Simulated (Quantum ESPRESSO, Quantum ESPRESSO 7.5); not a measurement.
# Band-edge masses of InP with PBE: light numerical settings suffice, but the masses come out a third too small

## Starting point

The reference values are the electron mass, the light-hole mass along [100] and the split-off hole mass of indium phosphide, all at Γ. They are experimental values tabulated from earlier work in "Benchmarking exchange-correlation potentials with the mstar60 dataset: Importance of the nonlocal exchange potential for effective mass calculations in semiconductors" (2021, arXiv:2111.14772); each may be one experiment or a mean of several.

Electron masses of this kind usually come from cyclotron resonance and magneto-optics, where the carrier drags a lattice polarisation with it in a polar crystal, so the observed mass lies slightly above that of the bare band. We regard the split-off mass as the least certain of the three, because that band lies below the valence edge and is reached only indirectly. The heavy-hole mass is not compared here.

| compared with | measured | method |
| --- | --- | --- |
| electron mass at Gamma (m0) | 0.079 | one experiment or a mean of several, as the paper cites them |
| light-hole mass at Gamma along [100] (m0) | 0.12 | one experiment or a mean of several, as the paper cites them |
| split-off hole mass at Gamma (m0) | 0.21 | one experiment or a mean of several, as the paper cites them |

Conditions are those given with the value in the passage it was taken from; "not stated" means there, and the paper may say more elsewhere. The values are a selection: others may have been left out beforehand as unlike or outlying.

## Choices

We want the lightest numerical settings that still give the band-edge masses of InP reliably, and the price of each saving or excess. The model is the two-atom zincblende cell at a nominal experimental lattice constant, with a rigid lattice and masses taken from the band curvature at Γ. The working level is PBE with spin-orbit coupling, which the hole masses need: without it the valence edge is threefold degenerate and there is no separate split-off band.

Two tolerances apply. A numerical setting is acceptable if it moves a mass by no more than 2 % from the value at the standard settings. Against experiment we ask for 20 % on each of the three masses. In a simple k·p picture the light masses scale roughly with the gap, so this asks for a gap good to about the same fraction, and it leaves room for the polaron enhancement and for the indirect split-off value. PBE underestimates gaps, and we expect the electron and light-hole masses to come out too small.

Cutoff, self-consistency mesh and the step of the curvature fit are to be varied one at a time without spin-orbit coupling, where the runs should be cheaper. That tests the electron mass and a light-hole mass of the uncoupled bands; carrying the result over to the coupled bands is an inference. Runs with other potentials, another functional or another volume will then give the scale of the remaining errors.

System: indium phosphide; space group 216, 2 atoms, cell lengths 4.150, 4.150, 4.150 A (nominal experimental values, typed by hand).

## 1. Standard settings with and without spin-orbit coupling

The coupled run supplies the masses to be judged, and the uncoupled run at the same cell and mesh is the baseline for the convergence tests. The pair also shows how much time is saved by testing without the coupling. We expect the light-hole mass to change more than the electron mass, since the coupling rearranges the valence edge itself.

**Run 1.** Quantum ESPRESSO 7.5: PBE, PseudoDojo fully relativistic norm-conserving pseudopotentials, spin-orbit coupling, measured cell, 10x10x10 mesh; step 0.006 1/A, 7 points a line.

Key lines of the input:
```
&control
  calculation = 'bands'
/
&system
  ibrav = 0
  nat = 2
  ntyp = 2
  ecutwfc = 62
  ecutrho = 248
  occupations = 'fixed'
  noncolin = .true.
  lspinorb = .true.
  nbnd = 28
/
&electrons
  conv_thr = 1e-10
  mixing_beta = 0.6
  electron_maxstep = 120
  diago_full_acc = .true.
/
ATOMIC_SPECIES
  In  114.8180  In.dojo-fr-pbe-0.4-standard.upf
  P   30.9738  P.dojo-fr-pbe-0.4-standard.upf
CELL_PARAMETERS angstrom
  0.00000000000000 2.93450000000000 2.93450000000000
  2.93450000000000 0.00000000000000 2.93450000000000
  2.93450000000000 2.93450000000000 0.00000000000000
ATOMIC_POSITIONS crystal
  In  0.000000000000 0.000000000000 0.000000000000
  P   0.250000000000 0.250000000000 0.250000000000
K_POINTS crystal
7
  0.0000000000 -0.0084067230 -0.0084067230 1
  0.0000000000 -0.0056044820 -0.0056044820 1
  ... 1 more lines ...
  0.0000000000 0.0000000000 0.0000000000 1
  -0.0000000000 0.0028022410 0.0028022410 1
  -0.0000000000 0.0056044820 0.0056044820 1
  -0.0000000000 0.0084067230 0.0084067230 1
# earlier step: pw.x, calculation = 'scf', K_POINTS automatic 10 10 10 0 0 0, lspinorb = .true., electron_maxstep = 120
# analysis script: step 0.006 1/A, 7 points a line, polynomial of degree 4
```

Command:
```
cp -r out/calc.scf.save out/calc.save
cp out/calc.scf.xml out/calc.xml
OMP_NUM_THREADS=1 mpirun -n 2 pw.x -nk 2 -in calc.in > calc.out
```

Selected lines of the output:
```
mass_me: 0.054103 electron masses
mass_lh: 0.072872 electron masses
mass_so: 0.13996 electron masses
```

Converged; 2.4 min on 2 cores of Arm Neoverse N1, shared host.

**Run 2.** Quantum ESPRESSO 7.5: PBE, PseudoDojo norm-conserving pseudopotentials, measured cell, 10x10x10 mesh; step 0.006 1/A, 7 points a line.

Key lines of the input, as changed from run 1:
```diff
  &system
-   noncolin = .true.
-   lspinorb = .true.
-   nbnd = 28
+   nbnd = 15
  ATOMIC_SPECIES
-   In  114.8180  In.dojo-fr-pbe-0.4-standard.upf
-   P   30.9738  P.dojo-fr-pbe-0.4-standard.upf
+   In  114.8180  In.dojo-sr-pbe-0.4.1-standard.upf
+   P   30.9738  P.dojo-sr-pbe-0.4.1-standard.upf
- # earlier step: pw.x, calculation = 'scf', K_POINTS automatic 10 10 10 0 0 0, lspinorb = .true., electron_maxstep = 120
+ # earlier step: pw.x, calculation = 'scf', K_POINTS automatic 10 10 10 0 0 0, electron_maxstep = 120
```

Selected lines of the output:
```
     c_bands:  1 eigenvalues not converged
mass_me: 0.053852 electron masses
mass_lh: 0.053617 electron masses
```

Converged; 34 s of wall time.

| quantity | run 1 | run 2 | measured |
| --- | --- | --- | --- |
| electron mass at Gamma (m0) | 0.0541 | 0.0539 | 0.079 |
| light-hole mass at Gamma along [100] (m0) | 0.0729 | 0.0536 | 0.12 |
| split-off hole mass at Gamma (m0) | 0.1400 | – | 0.21 |
| heavy-hole mass at Gamma along [100] (m0) | 0.4382 | 0.4378 |  |
| cell volume (Å³) | 50.54 | 50.54 |  |

With spin-orbit coupling, PBE misses all three targets on the light side: the electron mass is about 32 % below the reference, the light-hole mass 39 % and the split-off mass 33 %. A gap that is too small would act in this direction on all three.

Between the two runs the electron mass differs by less than 1 %, while the light-hole mass is 36 % larger in the coupled one. The potential files and the number of bands change along with the coupling, but a large shift of the light hole is what k·p theory leads us to expect: the coupling mixes the valence states, so the light-hole band keeps only part of the interaction with the conduction band that makes it light. The uncoupled light-hole mass therefore serves for numerical tests only and is not to be held against experiment. The uncoupled run takes about a quarter of the time.

That run also reports one eigenvalue that did not converge in the band step. The message does not say which band it belongs to, so we will watch whether the masses stay steady in the neighbouring runs.

## 2. Cutoff and self-consistency mesh

We now lower and raise the plane-wave cutoff and, separately, coarsen the self-consistency mesh to 6×6×6. The mesh enters the masses only through the density, and in a semiconductor with filled bands we expect that to matter little. The reduced cutoff is the riskier saving, because indium carries fairly hard semicore d states.

**Run 3.** Quantum ESPRESSO 7.5: PBE, PseudoDojo norm-conserving pseudopotentials, measured cell, cutoffs at 0.7 of the usual ones; step 0.006 1/A, 7 points a line.

Key lines of the input, as changed from run 2:
```diff
  &system
-   ecutwfc = 62
-   ecutrho = 248
+   ecutwfc = 43
+   ecutrho = 172
```

Selected lines of the output:
```
     c_bands:  1 eigenvalues not converged
mass_me: 0.052582 electron masses
```

Converged; 25 s of wall time.

**Run 4.** Quantum ESPRESSO 7.5: PBE, PseudoDojo norm-conserving pseudopotentials, measured cell, cutoffs 1.3 times the usual ones; step 0.006 1/A, 7 points a line.

Key lines of the input, as changed from run 2:
```diff
  &system
-   ecutwfc = 62
-   ecutrho = 248
+   ecutwfc = 81
+   ecutrho = 324
```

Selected lines of the output:
```
     c_bands:  1 eigenvalues not converged
mass_me: 0.053853 electron masses
mass_lh: 0.053618 electron masses
```

Converged; 63 s of wall time.

**Run 5.** Quantum ESPRESSO 7.5: PBE, PseudoDojo norm-conserving pseudopotentials, measured cell, SCF mesh 6x6x6; step 0.006 1/A, 7 points a line.

Key lines of the input, as changed from run 2:
```diff
- # earlier step: pw.x, calculation = 'scf', K_POINTS automatic 10 10 10 0 0 0, electron_maxstep = 120
+ # earlier step: pw.x, calculation = 'scf', K_POINTS automatic 6 6 6 0 0 0, electron_maxstep = 120
```

Selected lines of the output:
```
     c_bands:  1 eigenvalues not converged
mass_me: 0.053645 electron masses
mass_lh: 0.053409 electron masses
```

Converged; 16 s of wall time.

| quantity | run 3 | run 4 | run 5 | measured |
| --- | --- | --- | --- | --- |
| electron mass at Gamma (m0) | 0.0526 | 0.0539 | 0.0536 | 0.079 |
| light-hole mass at Gamma along [100] (m0) | 0.0523 | 0.0536 | 0.0534 | 0.12 |
| heavy-hole mass at Gamma along [100] (m0) | 0.4368 | 0.4378 | 0.4370 |  |
| cell volume (Å³) | 50.54 | 50.54 | 50.54 |  |

Raising the cutoff from 62 to 81 Ry leaves both light masses unchanged to within about one unit in the last printed digit, so for these masses the standard cutoff is converged and the excess only costs time. At 43 Ry both masses fall by 2.4 %, just outside our 2 % tolerance. The saving is rejected, although the error is small beside the distance from experiment.

The 6×6×6 mesh lowers both masses by only 0.4 % and takes less than half the time of the 10×10×10 run. It is the better saving of the two. The message about one unconverged eigenvalue recurs in all three runs, yet the masses at 62 and 81 Ry agree almost exactly, so we see no sign that it disturbs the bands being fitted.

## 3. The step of the curvature fit

The remaining numerical setting is the spacing of the k-points from which the curvature is taken. A light band in a small gap is parabolic only close to Γ, so a step three times as wide may bias the fit, most likely towards heavier masses. A much finer step avoids that but works with smaller energy differences, which are more exposed to noise in the eigenvalues. We try both sides; the number of points stays the same, so we expect no gain in time from either.

**Run 6.** Quantum ESPRESSO 7.5: PBE, PseudoDojo norm-conserving pseudopotentials, measured cell; step 0.0024 1/A, 7 points a line.

Key lines of the input, as changed from run 2:
```diff
  7
-   0.0000000000 -0.0084067230 -0.0084067230 1
-   0.0000000000 -0.0056044820 -0.0056044820 1
+   0.0000000000 -0.0033626890 -0.0033626890 1
+   0.0000000000 -0.0022417930 -0.0022417930 1
-   -0.0000000000 0.0028022410 0.0028022410 1
-   -0.0000000000 0.0056044820 0.0056044820 1
-   -0.0000000000 0.0084067230 0.0084067230 1
+   -0.0000000000 0.0011208960 0.0011208960 1
+   -0.0000000000 0.0022417930 0.0022417930 1
+   -0.0000000000 0.0033626890 0.0033626890 1
- # analysis script: step 0.006 1/A, 7 points a line, polynomial of degree 4
+ # analysis script: step 0.0024 1/A, 7 points a line, polynomial of degree 4
```

Selected lines of the output:
```
mass_me: 0.053801 electron masses
```

Converged; 34 s of wall time.

**Run 7.** Quantum ESPRESSO 7.5: PBE, PseudoDojo norm-conserving pseudopotentials, measured cell; step 0.018 1/A, 7 points a line.

Key lines of the input, as changed from run 2:
```diff
  7
-   0.0000000000 -0.0084067230 -0.0084067230 1
-   0.0000000000 -0.0056044820 -0.0056044820 1
+   0.0000000000 -0.0252201700 -0.0252201700 1
+   0.0000000000 -0.0168134460 -0.0168134460 1
-   -0.0000000000 0.0028022410 0.0028022410 1
-   -0.0000000000 0.0056044820 0.0056044820 1
+   -0.0000000000 0.0168134460 0.0168134460 1
+   -0.0000000000 0.0252201700 0.0252201700 1
- # analysis script: step 0.006 1/A, 7 points a line, polynomial of degree 4
+ # analysis script: step 0.018 1/A, 7 points a line, polynomial of degree 4
```

Selected lines of the output:
```
mass_me: 0.056009 electron masses
mass_hh: 0.43784 electron masses
mass_lh: 0.055756 electron masses
```

Converged; 34 s of wall time.

| quantity | run 6 | run 7 | measured |
| --- | --- | --- | --- |
| electron mass at Gamma (m0) | 0.0538 | 0.0560 | 0.079 |
| light-hole mass at Gamma along [100] (m0) | 0.0536 | 0.0558 | 0.12 |
| heavy-hole mass at Gamma along [100] (m0) | 0.4378 | 0.4378 |  |
| cell volume (Å³) | 50.54 | 50.54 |  |

The finer step changes both light masses by only 0.1 %, so the standard step of 0.006 Å⁻¹ is fine enough. At 0.018 Å⁻¹ both masses rise by 4 %, beyond our tolerance, while the heavy-hole mass hardly moves. This is the bias to be expected from strongly non-parabolic light bands, which a fourth-degree polynomial no longer follows over the longer line. All three steps take the same time, so the wide one saves nothing.

## 4. Potentials, functional and volume for scale

None of the numerical changes comes near the deficit of about a third against experiment. Before putting that down to PBE we replace the potentials by the GBRV ultrasoft set, and we run PBEsol at the same cell to see how much another semilocal functional changes. Both are compared with the uncoupled baseline.

The third run keeps spin-orbit coupling and shrinks the volume by 3 %, about 1 % in length, which is a generous allowance for an error in the cell. Compression should open the direct gap and make the light masses heavier. This run tests the level on which the verdict rests, including the split-off mass, which the uncoupled runs cannot reach.

**Run 8.** Quantum ESPRESSO 7.5: PBE, GBRV ultrasoft pseudopotentials, measured cell, 10x10x10 mesh; step 0.006 1/A, 7 points a line.

Key lines of the input, as changed from run 2:
```diff
  &system
-   ecutwfc = 62
-   ecutrho = 248
+   ecutwfc = 40
+   ecutrho = 200
  ATOMIC_SPECIES
-   In  114.8180  In.dojo-sr-pbe-0.4.1-standard.upf
-   P   30.9738  P.dojo-sr-pbe-0.4.1-standard.upf
+   In  114.8180  in_pbe_v1.4.uspp.F.UPF
+   P   30.9738  p_pbe_v1.5.uspp.F.UPF
```

Selected lines of the output:
```
mass_me: 0.052799 electron masses
```

Converged; 18 s of wall time.

**Run 9.** Quantum ESPRESSO 7.5: PBEsol, PseudoDojo norm-conserving pseudopotentials, measured cell, 10x10x10 mesh; step 0.006 1/A, 7 points a line.

Key lines of the input, as changed from run 2:
```diff
  ATOMIC_SPECIES
-   In  114.8180  In.dojo-sr-pbe-0.4.1-standard.upf
-   P   30.9738  P.dojo-sr-pbe-0.4.1-standard.upf
+   In  114.8180  In.dojo-sr-pbesol-0.4.1-standard.upf
+   P   30.9738  P.dojo-sr-pbesol-0.4.1-standard.upf
```

Selected lines of the output:
```
mass_me: 0.04646 electron masses
```

Converged; 35 s of wall time.

**Run 10.** Quantum ESPRESSO 7.5: PBE, PseudoDojo fully relativistic norm-conserving pseudopotentials, spin-orbit coupling, cell volume changed by -3 %, fractional positions kept; step 0.006 1/A, 7 points a line.

Selected lines of the output:
```
mass_me: 0.065676 electron masses
mass_lh: 0.087715 electron masses
mass_so: 0.15822 electron masses
```

Converged; 69 s on 4 cores of Intel Xeon at 2.70GHz, shared host.

| quantity | run 8 | run 9 | run 10 | measured |
| --- | --- | --- | --- | --- |
| electron mass at Gamma (m0) | 0.0528 | 0.0465 | 0.0657 | 0.079 |
| light-hole mass at Gamma along [100] (m0) | 0.0525 | 0.0463 | 0.0877 | 0.12 |
| split-off hole mass at Gamma (m0) | – | – | 0.1582 | 0.21 |
| heavy-hole mass at Gamma along [100] (m0) | 0.4357 | 0.4268 | 0.4238 |  |
| cell volume (Å³) | 50.54 | 50.54 | 49.02 |  |

The GBRV potentials give electron and light-hole masses 2.0 % below the baseline. Two independent sets of potentials thus agree far more closely than PBE agrees with experiment, which speaks against the potentials as the source of the deficit. PBEsol at the same cell lowers both masses by 14 %, further from the measured electron mass. The choice between two semilocal functionals therefore matters more than any numerical setting we varied.

The volume matters more still. Compressing the coupled cell by 3 % raises the electron mass by 21 %, the light-hole mass by 20 % and the split-off mass by 13 %. The direction is the one we expected from a widening direct gap, but the size makes the lattice constant a setting to be fixed with care.

At the compressed cell the electron mass is 17 % below the reference and would meet the target. We do not count this as a success of PBE, because the volume was changed on purpose and the gain comes from a wrong cell offsetting another error. The light-hole and split-off masses remain 27 % and 25 % too small even there, so a cell error of this size would not remove the miss.

## Table of results

| run | settings | Q1 | Q2 | Q3 | mean abs. dev. of these columns (%) | cost |
| --- | --- | --- | --- | --- | --- | --- |
| 1 | PBE, PseudoDojo fully relativistic norm-conserving pseudopotentials, spin-orbit coupling, measured cell, 10x10x10 mesh, step 0.006 1/A | 0.0541 | 0.0729 | 0.1400 | 34.7 | 4.8 core-min |
| 2 | PBE, PseudoDojo norm-conserving pseudopotentials, measured cell, 10x10x10 mesh, step 0.006 1/A | 0.0539 | 0.0536 | – |  | 67 core-s |
| 3 | PBE, PseudoDojo norm-conserving pseudopotentials, measured cell, cutoffs at 0.7 of the usual ones, step 0.006 1/A | 0.0526 | 0.0523 | – |  | under 1 core-min |
| 4 | PBE, PseudoDojo norm-conserving pseudopotentials, measured cell, cutoffs 1.3 times the usual ones, step 0.006 1/A | 0.0539 | 0.0536 | – |  | 2.1 core-min |
| 5 | PBE, PseudoDojo norm-conserving pseudopotentials, measured cell, SCF mesh 6x6x6, step 0.006 1/A | 0.0536 | 0.0534 | – |  | under 1 core-min |
| 6 | PBE, PseudoDojo norm-conserving pseudopotentials, measured cell, step 0.0024 1/A | 0.0538 | 0.0536 | – |  | 67 core-s |
| 7 | PBE, PseudoDojo norm-conserving pseudopotentials, measured cell, step 0.018 1/A | 0.0560 | 0.0558 | – |  | 67 core-s |
| 8 | PBE, GBRV ultrasoft pseudopotentials, measured cell, 10x10x10 mesh, step 0.006 1/A | 0.0528 | 0.0525 | – |  | under 1 core-min |
| 9 | PBEsol, PseudoDojo norm-conserving pseudopotentials, measured cell, 10x10x10 mesh, step 0.006 1/A | 0.0465 | 0.0463 | – |  | 70 core-s |
| 10 | PBE, spin-orbit coupling, cell volume changed by -3 %, fractional positions kept, step 0.006 1/A | 0.0657 | 0.0877 | 0.1582 |  | 4.6 core-min |
|  | measured | 0.079 | 0.12 | 0.21 |  |  |

Q1: electron mass at Gamma (m0). Q2: light-hole mass at Gamma along [100] (m0). Q3: split-off hole mass at Gamma (m0).

Further runs on the same system, made beside this series (convergence steps with loose settings among them):

| further | settings | Q1 | Q2 | Q3 | mean abs. dev. of these columns (%) | cost |
| --- | --- | --- | --- | --- | --- | --- |
| F1 | PBE, PseudoDojo fully relativistic norm-conserving pseudopotentials, spin-orbit coupling, cell and positions relaxed first by PBE without it, step 0.006 1/A | 0.0353 | 0.0477 | 0.1043 | 55.3 | 9.8 core-min |
|  | measured | 0.079 | 0.12 | 0.21 |  |  |

Q1: electron mass at Gamma (m0). Q2: light-hole mass at Gamma along [100] (m0). Q3: split-off hole mass at Gamma (m0).

## Judgement

PBE with spin-orbit coupling at the measured cell misses all three 20 % targets. The electron, light-hole and split-off masses come out 32, 39 and 33 % too small, at a cost of 4.8 core-minutes.

The numerical settings are not to blame. In the tests without spin-orbit coupling, the lightest settings that held the 2 % tolerance were a 62 Ry cutoff, a 6×6×6 mesh and a step of 0.006 Å⁻¹. The coarser mesh cut the time from 34 to 16 s for a change of 0.4 %. Raising the cutoff to 81 Ry nearly doubled the time and gained nothing, and the wide fit step cost accuracy without saving time. That these settings also suffice with the coupling is an inference. The GBRV potentials sit right at the tolerance.

The cell matters far more. Compression by 3 % in volume lifts the electron mass into the target range, but only by offsetting one error with another. Relaxing the cell with PBE has the opposite effect: all three masses fall to half their references or less, in line with the functional's usual overestimate of lattice constants. For this purpose the measured cell is the better choice.

The likeliest cause of the remaining deficit is PBE's underestimated gap, which makes light masses too light; this is argued from k·p theory, and no gap is shown in this report to test it. Polaron enhancement of the measured electron mass and a slightly smaller lattice at low temperature would each account for only a few per cent. How much of the split-off miss belongs to its less certain reference stays open. A hybrid functional would be the natural next test.

[Logs are printed without paths, hosts, clocks, repeated set-up lines and the standing remarks that a program may print on its own settings, such as how far it seeks lower states.]

[The runs shown are a pick from a larger set of finished runs; failed, doubtful and other runs were left out of it ahead of writing. So were measured values far from every level or from commonly accepted values, and agreement can look better than it is. Lines of input and output are excerpts and may be shortened.]
